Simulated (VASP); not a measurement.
# PtSe2 (Sudovikovite) (P-3m1) in VASP: a series of runs

Aim: see how the results for PtSe2 (Sudovikovite) move with the level of theory and the settings. Levels: PBE+D3(BJ), PBE. Tasks: relaxation of cell and atoms.

Everything below comes from runs of VASP 6.6.1. Logs are shortened: lines on timing, memory, paths and dates and some standing lists are left out, and cuts for length are marked.

### Step 1. The crystal as given

The structure is trigonal, space group P-3m1 (No. 164). Conventional cell: a = 3.770 Å, b = 3.770 Å, c = 4.812 Å, α = 90.00°, β = 90.00°, γ = 120.00°. Around Pt (site symmetry -3m) lie 6 Se at 2.53 Å. Se (site symmetry 3m) has 3 Pt at 2.53 Å as nearest neighbours.

### Step 2. Relaxation of cell and atoms, PBE+D3(BJ)

INCAR reads:

```
SYSTEM = PtSe2
PREC = Accurate
ENCUT = 600
EDIFF = 1E-7
ISMEAR = 0
SIGMA = 0.03
LREAL = .False.
LASPH = .True.
NELM = 80
ALGO = Normal
ISIF = 3
LWAVE = .False.
LCHARG = .False.
GGA = PE
IVDW = 12
IBRION = 2
NSW = 90
EDIFFG = -0.005
```

KPOINTS reads:

```
Automatic mesh
0
Gamma
  9 9 5
  0 0 0
```

POSCAR reads:

```
PtSe2                                   
1.0
    3.7698145845      0.0000000000      0.0000000000
   -1.8849072922      3.2647551977      0.0000000000
   -0.0000000000      0.0000000000      4.8122564178
  Pt              Se            
     1     2
Direct
     0.0000000000000000    0.0000000000000000    0.0000000000000000
     0.3333333332999970    0.6666666667000030    0.2666359067845580
     0.6666666667000030    0.3333333332999970    0.7333640932154419
```

Potentials or basis: VASP PAW PBE potentials, release 64 (Pt, Se).

Run with:

```sh
$ cat potpaw_PBE.64/Pt/POTCAR potpaw_PBE.64/Se/POTCAR > POTCAR
$ mpirun -np 1 vasp_std > vasp.out
```

OUTCAR:

```text
SYSTEM = PtSe2
   PREC = Accurate
   ENCUT = 600
   EDIFF = 1E-7
   ISMEAR = 0
   LREAL = .False.
   LASPH = .True.
   NELM = 80
   ISIF = 3
   GGA = PE
   IVDW = 12
   IBRION = 2
   NSW = 90
   EDIFFG = -0.005
 IVDW          = 12

 ion  position               nearest neighbor table
   1  0.000  0.000  0.000-   2 2.53   3 2.53   2 2.53   3 2.53   3 2.53   2 2.53
   2  0.333  0.667  0.267-   1 2.53   1 2.53   1 2.53
   3  0.667  0.333  0.733-   1 2.53   1 2.53   1 2.53

  LATTYP: Found a hexagonal cell.
 ALAT       =     3.7698145845
 C/A-ratio  =     1.2765233700

  Lattice vectors:

 A1 = (   3.7698145845,   0.0000000000,   0.0000000000)
 A2 = (  -1.8849072922,   3.2647551977,   0.0000000000)
 A3 = (   0.0000000000,   0.0000000000,   4.8122564178)

Analysis of symmetry for initial positions (statically):
=====================================================================
 Subroutine PRICEL returns:
 Original cell was already a primitive cell.

 Routine SETGRP: Setting up the symmetry group for a
 hexagonal supercell.

 Subroutine GETGRP returns: Found 12 space group operations
 (whereof 12 operations were pure point group operations)
 out of a pool of 24 trial point group operations.

The static configuration has the point symmetry D_3d.

Analysis of symmetry for dynamics (positions and initial velocities):
=====================================================================
 Subroutine PRICEL returns:
 Original cell was already a primitive cell.

 Routine SETGRP: Setting up the symmetry group for a
 hexagonal supercell.

 Subroutine GETGRP returns: Found 12 space group operations
 (whereof 12 operations were pure point group operations)
 out of a pool of 24 trial point group operations.

The dynamic configuration has the point symmetry D_3d.

 Subroutine INISYM returns: Found 12 space group operations
 (whereof 12 operations are pure point group operations),
 and found     1 'primitive' translations

----------------------------------------------------------------------------------------

                                     Primitive cell

  volume of cell :      59.2270

  direct lattice vectors                    reciprocal lattice vectors
     3.769814585  0.000000000  0.000000000     0.265265036  0.153150840  0.000000000
    -1.884907292  3.264755198  0.000000000     0.000000000  0.306301679  0.000000000
     0.000000000  0.000000000  4.812256418     0.000000000  0.000000000  0.207802726

  length of vectors
     3.769814585  3.769814584  4.812256418     0.306301679  0.306301679  0.207802726

  position of ions in fractional coordinates (direct lattice)
     0.000000000  0.000000000  0.000000000
     0.333333333  0.666666667  0.266635907
     0.666666667  0.333333333  0.733364093

  ion indices of the primitive-cell ions
   primitive index   ion index
                 1           1
                 2           2
                 3           3

----------------------------------------------------------------------------------------

 KPOINTS: Automatic mesh

Automatic generation of k-mesh.
 Grid dimensions read from file:
 generate k-points for:    9    9    5

 Generating k-lattice:

  Cartesian coordinates                     Fractional coordinates (reciprocal lattice)
     0.029473893  0.017016760  0.000000000     0.111111111  0.000000000  0.000000000
     0.000000000  0.034033520  0.000000000     0.000000000  0.111111111  0.000000000
     0.000000000  0.000000000  0.041560545     0.000000000  0.000000000  0.200000000

  Length of vectors
     0.034033520  0.034033520  0.041560545

  Shift w.r.t. Gamma in fractional coordinates (k-lattice)
     0.000000000  0.000000000  0.000000000

 Subroutine IBZKPT returns following result:
 ===========================================

 Found     50 irreducible k-points:

 Following reciprocal coordinates:
            Coordinates               Weight
  0.000000  0.000000  0.000000      1.000000
  0.111111  0.000000  0.000000      6.000000
  0.222222 -0.000000  0.000000      6.000000
  0.333333 -0.000000  0.000000      6.000000
  0.444444 -0.000000  0.000000      6.000000
  0.111111  0.111111  0.000000      6.000000
[... 16 lines left out ...]
  0.222222  0.111111  0.200000     12.000000
 -0.111111  0.333333  0.200000     12.000000
 [... further k-points ...]
   k-points           NKPTS =     50   k-points in BZ     NKDIM =     50   number of bands    NBANDS=     15
   number of dos      NEDOS =    301   number of ions     NIONS =      3
   total plane-waves  NPLWV =  36000
   dimension x,y,z NGX =    30 NGY =   30 NGZ =   40
   dimension x,y,z NGXF=    60 NGYF=   60 NGZF=   80
   ions per type =               1   2
   NGX,Y,Z   is equivalent  to a cutoff of  13.23, 13.23, 13.82 a.u.
   NGXF,Y,Z  is equivalent  to a cutoff of  26.46, 26.46, 27.64 a.u.
 SYSTEM =  PtSe2
   PREC   = accura    normal or accurate (medium, high low for compatibility)
   ISTART =      0    job   : 0-new  1-cont  2-samecut
   ICHARG =      2    charge: 1-file 2-atom 10-const
   ISPIN  =      1    spin polarized calculation?
   LNONCOLLINEAR =      F non collinear calculations
   LSORBIT =      F    spin-orbit coupling
   LASPH  =      T    aspherical Exc in radial PAW
   ENCUT  =  600.0 eV  44.10 Ry    6.64 a.u.   7.53  7.53  9.61*2*pi/ulx,y,z
   NELM   =     80;   NELMIN=  2; NELMDL= -5     # of ELM steps
   EDIFF  = 0.1E-06   stopping-criterion for ELM
   LREAL  =      F    real-space projection
   EDIFFG = -.5E-02   stopping-criterion for IOM
   NSW    =     90    number of steps for IOM
   IBRION =      2    ionic relax: 0-MD 1-quasi-New 2-CG
   NFREE  =      1    steps in history (QN), initial steepest desc. (CG)
   ISIF   =      3    stress and relaxation
   ISYM   =      2    0-nonsym 1-usesym 2-fastsym
   POTIM  = 0.5000    time-step for ionic-motion
   TEBEG  =    0.0;   TEEND  =   0.0 temperature during run
   PSTRESS=    0.0 pullay stress
   NELECT =      22.0000    total number of electrons
   NUPDOWN=      -1.0000    fix difference up-down
   EMIN   =  10.00;   EMAX   =-10.00  energy-range for DOS
   EFERMI =   0.00;   METHOD = LEGACY
   ISMEAR =     0;   SIGMA  =   0.03  broadening in eV -4-tet -1-fermi 0-gaus
   EFERMI_NEDOS =   21; number of points for ismear=-14 and -15
   IALGO  =     38    algorithm
   IMIX   =      4    mixing-type and parameters
     AMIX     =   0.40;   BMIX     =  1.00
     AMIX_MAG =   1.60;   BMIX_MAG =  1.00
  volume/ion in A,a.u.               =      19.74       133.23
  Fermi-wavevector in a.u.,A,eV,Ry     =   1.176818  2.223863 18.842714  1.384900
  Thomas-Fermi vector in A             =   2.313175
   LORBIT       =      0    0 simple, 1 ext, 2 COOP (PROOUT), +10 PAW based schemes
   GGA     = PE    functional components
   LHFCALC =     F    Hartree Fock is set to
   AEXX    =    0.0000 exact exchange contribution
   IVDW    =    12    specifies the selected vdW correction
   LEPSILON=     F    determine dielectric tensor
   LRPA    =     F    only Hartree local field effects (RPA)
 conjugate gradient relaxation of ions
 non-spin polarized calculation
 Gauss-broadening in eV      SIGMA  =   0.03
  energy-cutoff  :      600.00
  volume of cell :       59.23
 maximum number of plane-waves:      1994
 NGX is ok and might be reduce to    30
   NGX = 15   NGY = 15   NGZ = 19

--------------------------------------- Ionic step        1  -------------------------------------------

 number of electron      22.0000002 magnetization

 Free energy of the ion-electron system (eV)
  ---------------------------------------------------
  ext. energy  EPLUGINS =         0.00000000
  ---------------------------------------------------
  free energy    TOTEN  =       -14.19058096 eV

  energy without entropy =      -14.18976010  energy(sigma->0) =      -14.19017053

------------------------ aborting loop because EDIFF is reached ----------------------------------------

 Edisp (eV)   -1.47489

 E8    (eV) :    -0.6337

  FORCE on cell =-STRESS in cart. coord.  units (eV):
  Direction    XX          YY          ZZ          XY          YZ          ZX
  --------------------------------------------------------------------------------------
  -------------------------------------------------------------------------------------
  Total      -0.00126    -0.00126     0.02930    -0.00000     0.00000     0.00000
  in kB      -0.03405    -0.03405     0.79248    -0.00000     0.00000     0.00000
  external pressure =        0.24 kB  Pullay stress =        0.00 kB
[... 145 lines left out ...]
  energy  without entropy=      -15.6646718076  energy(sigma->0) =      -15.66507491

--------------------------------------- Ionic step        5  -------------------------------------------

 number of electron      22.0000002 magnetization

 Free energy of the ion-electron system (eV)
  ---------------------------------------------------
  ext. energy  EPLUGINS =         0.00000000
  ---------------------------------------------------
  free energy    TOTEN  =       -14.19182568 eV

  energy without entropy =      -14.19102800  energy(sigma->0) =      -14.19142684

 E-fermi :   6.7627     XC(G=0): -10.8377

 val. band max:        6.7565693940   @ k =   0.0000   0.2222   0.2000
 cond. band min:       6.7669193963   @ k =  -0.1111   0.4444   0.2000
 fundamental gap:      0.0103500023
 Fermi energy:         6.7627191934

 k-point     1 :       0.0000    0.0000    0.0000
  band No.  band energies     occupation
      1      -8.9383      2.00000
      2      -5.8301      2.00000
      3      -0.3913      2.00000
      4       0.5231      2.00000
      5       0.5231      2.00000
      6       2.9536      2.00000
      7       2.9536      2.00000
      8       4.2586      2.00000
      9       5.7407      2.00000
     10       5.7407      2.00000
     11       7.5286      0.00000
     12       7.7898      0.00000
     13       7.7898      0.00000
     14      10.0997      0.00000
     15      10.8547      0.00000
[... 397 lines left out ...]
 k-point    24 :      -0.1111    0.3333    0.2000
  band No.  band energies     occupation
      1      -7.9645      2.00000
      2      -6.4300      2.00000
      3       0.0867      2.00000
      4       0.7789      2.00000
      5       1.0903      2.00000
      6       1.9228      2.00000
      7       2.5798      2.00000
      8       3.4115      2.00000
      9       4.4946      2.00000
     10       4.9046      2.00000
     11       6.1666      2.00000
     12       7.0572      0.00000
     13       8.0965      0.00000
     14      11.3041      0.00000
     15      12.8722      0.00000

 [... further k-points ...]

------------------------ aborting loop because EDIFF is reached ----------------------------------------

 Edisp (eV)   -1.47366

 E8    (eV) :    -0.6332

  FORCE on cell =-STRESS in cart. coord.  units (eV):
  Direction    XX          YY          ZZ          XY          YZ          ZX
  --------------------------------------------------------------------------------------
  -------------------------------------------------------------------------------------
  Total       0.00694     0.00694     0.00297     0.00000     0.00000    -0.00000
  in kB       0.18770     0.18770     0.08039     0.00000     0.00000    -0.00000
  external pressure =        0.15 kB  Pullay stress =        0.00 kB
[... 18 lines left out ...]
  FREE ENERGIE OF THE ION-ELECTRON SYSTEM (eV)
  ---------------------------------------------------
  free  energy   TOTEN  =       -15.6654859538 eV

  energy  without entropy=      -15.6646882709  energy(sigma->0) =      -15.66508711

 reached required accuracy - stopping structural energy minimisation
```

Wall time 1.9 min (1 thread of Intel Xeon Platinum 8259CL at 2.50GHz (Skylake/Cascade Lake), shared host); peak memory 0.24 GiB.

What came out:

| Item | Value |
| --- | --- |
| Free energy | -15.6655 eV |
| Relaxed volume | 19.76 Å³/atom |
| Relaxed cell | a = 3.768 Å, b = 3.768 Å, c = 4.820 Å, α = 90.00°, β = 90.00°, γ = 120.00° |
| Space group after relaxing (to 0.05 Å) | P-3m1 (No. 164) |
| Energy gained by relaxing | 0.0 meV/atom |
| Ionic steps | 5 |
| Pressure after relaxing | 0.0 GPa |
| Largest force after relaxing | 0.004 eV/Å |
| Band gap on the k mesh | none (metal or under the smearing width) |
| Dispersion energy per atom | -0.491 eV |

Forces in eV/Å, atoms in the order of the input:
```
Pt   0.000  0.000  0.000
Se   0.000  0.000 -0.004
Se   0.000  0.000  0.004
```

Final structure:
```
Pt Se
1.0
     3.76833    0.00000    0.00000
    -1.88416    3.26347    0.00000
     0.00000    0.00000    4.81981
Pt Se
1 2
Direct
  0.00000 0.00000 0.00000
  0.33333 0.66667 0.26651
  0.66667 0.33333 0.73349
```

Caveat: pairwise dispersion overbinds metals, which lowers pressure and volume. Spin-orbit coupling is left out, which matters for the levels of Pt.

### Step 3. Relaxation of cell and atoms, PBE

This run uses another cell than the first one, of 20.27 Å³/atom, 1.026 times its volume.

INCAR reads:

```
SYSTEM = PtSe2
ALGO = Normal
EDIFF = 1E-6
EDIFFG = -0.01
ENCUT = 600
GGA = PE
IBRION = 2
ISIF = 3
ISMEAR = 0
KPAR = 2
LASPH = .True.
LCHARG = .False.
LREAL = .False.
LWAVE = .False.
NELM = 80
NSW = 90
PREC = Accurate
SIGMA = 0.03
```

KPOINTS reads:

```
k-points
0
Gamma
  9 9 5
  0 0 0
```

POSCAR reads:

```
PtSe2
1.0
    3.7240000000      0.0000000000      0.0000000000
   -1.8620000000      3.2250786037      0.0000000000
    0.0000000000      0.0000000000      5.0620000000
Pt Se
1 2
Direct
    0.0000000000      0.0000000000      0.0000000000
    0.3333333333      0.6666666667      0.2500000000
    0.6666666667      0.3333333333      0.7500000000
```

Potentials or basis: VASP PAW PBE potentials, release 64 (Pt, Se).

Run with:

```sh
$ cat potpaw_PBE.64/Pt/POTCAR potpaw_PBE.64/Se/POTCAR > POTCAR
$ mpirun -np 2 vasp_std > vasp.out
```

It took 3.5 min on 2 MPI ranks of AMD EPYC 9R45 (Zen 5), shared host; peak memory 0.21 GiB.

It converged, with:

- Free energy: -14.2996 eV
- Relaxed volume: 25.95 Å³/atom
- Relaxed cell: a = 3.753 Å, b = 3.753 Å, c = 6.382 Å, α = 90.00°, β = 90.00°, γ = 120.00°
- Space group after relaxing (to 0.05 Å): P-3m1 (No. 164)
- Energy gained by relaxing: 38.6 meV/atom
- Ionic steps: 22
- Pressure after relaxing: 0.0 GPa
- Largest force after relaxing: 0.004 eV/Å
- Band gap on the k mesh: 0.87 eV, indirect (least direct gap 0.98 eV)

Forces in eV/Å, atoms in the order of the input:
```
Pt   0.000  0.000  0.000
Se   0.000  0.000  0.004
Se   0.000  0.000 -0.004
```

Step by step:
```csv
step,energy change (eV),largest force (eV/Å),pressure (GPa),volume (Å³)
1,0.0000,0.5734,7.34,60.80
2,0.0982,0.9668,-8.15,69.33
3,-0.0737,0.1286,0.01,63.96
4,-0.0737,0.1165,0.13,63.89
5,-0.0737,0.1042,0.26,63.83
6,-0.0754,0.0994,0.24,64.03
7,-0.0801,0.0724,0.21,64.61
8,-0.0875,0.0096,0.21,65.77
9,-0.0962,0.1190,0.46,68.10
10,-0.0864,0.4935,1.75,72.75
11,-0.0948,0.3135,1.12,70.26
12,-0.0958,0.2997,1.02,70.45
13,-0.0983,0.2585,0.70,71.01
14,-0.1019,0.1793,0.09,72.15
15,-0.1036,0.0297,-0.98,74.42
16,-0.1067,0.0151,-0.90,74.96
17,-0.1132,0.0200,-0.62,76.53
18,-0.1138,0.0528,0.13,79.53
19,-0.1157,0.0273,-0.21,78.01
20,-0.1157,0.0285,-0.21,78.09
21,-0.1158,0.0109,0.03,77.79
22,-0.1159,0.0043,-0.01,77.84
```

Final structure:
```xyz
3
Lattice="3.7529 0.0000 0.0000 -1.8765 3.2501 0.0000 0.0000 0.0000 6.3817" Properties=species:S:1:pos:R:3 pbc="T T T"
Pt    3.7529    0.0000    0.0000
Se    0.0000    2.1668    1.3053
Se    1.8765    1.0834    5.0764
```

Levels at points of the mesh, in eV from the valence-band top:
| k point | band 8 | band 9 | band 10 | band 11 | band 12 | band 13 | band 14 | band 15 |
| --- | --- | --- | --- | --- | --- | --- | --- | --- |
| (0.00, 0.00, 0.00) | -1.69 | -0.34 | -0.34 | -0.21 | 2.55 | 2.55 | 4.14 | 5.11 |

Caveat: the volume moved by over 15 % at a fixed basis, so the end points are rough; spin-orbit coupling is left out, which moves the levels of the heavy elements; an odd mesh through Γ misses points on the zone boundary, where band edges often lie; this functional lacks dispersion, which binds the layers, so the pressure and a relaxed spacing across them are unreliable, and here the layers came unbound; the volume moved by +28 % from the deposited cell, more than functionals usually miss. Zero-point motion and thermal expansion aren't in these numbers.
